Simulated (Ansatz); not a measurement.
Set up this calculation in Ansatz 0.2.0, as the native input.

* Task: density of states
* Functional: PBEsol
* Potentials or basis: all-electron LAPW, scalar-relativistic
* Cutoff: 217 eV (chosen from the basis error)
* Basis error allowed: 0.001 eV/atom
* k mesh: 8 × 8 × 8
* Occupations: fermi-dirac, width 0.05 eV
* Spin: no spin polarisation
* Hubbard terms: Ag d U = 4 eV

Crystal: AgCl (Chlorargyrite).

```
Ag Cl
1.0
     0.00000    2.73500    2.73500
     2.73500    0.00000    2.73500
     2.73500    2.73500    0.00000
Ag Cl
1 1
Direct
  0.00000 0.00000 0.00000
  0.50000 0.50000 0.50000
```

The input as run:

input.yaml

```yaml
crystal:
  lattice:
    - [0.0, 2.735, 2.735]
    - [2.735, 0.0, 2.735]
    - [2.735, 2.735, 0.0]
  atoms:
    - { symbol: Ag, position: [0.0, 0.0, 0.0] }
    - { symbol: Cl, position: [0.5, 0.5, 0.5] }
kpoints:
  mp_grid: { grid: [8, 8, 8] }
scf:
  occupations: { method: fermi_dirac, width: 0.05 }
hamiltonian:
  xc: pbesol
  pseudopotentials: { kind: all_electron, lapw: { basis_error: 0.001 } }
  hubbard:
    sites: [{ species: Ag, l: d, u_eff: 4 }]
    double_counting: fll
    projectors: ortho-atomic
output:
  forces: true
  stress: true
  eigenvalues: true
  dos: { projected: false, de: 0.1, e_range: [-14, 8] }
  hubbard: {}
```

Potentials or basis: all-electron LAPW, scalar-relativistic.

The run is started by

```sh
$ ansatz run input.yaml --threads 1 --pin off --max-ram 3072MiB --backend cpu --events-out ev --progress --plain --runs-dir out
```

Results of the run:

```json
{"Pressure": "0.2 GPa", "Band gap on the k mesh": "1.48 eV, indirect (least direct gap 3.25 eV)"}
```

Caveat: U is the effective U less J, on atomic orbitals that reach past the spheres.

Run time: 3.8 s on 1 thread of Intel(R) Xeon(R) 6975P-C (Granite Rapids), with other jobs on the host, peak memory 0.32 GiB.
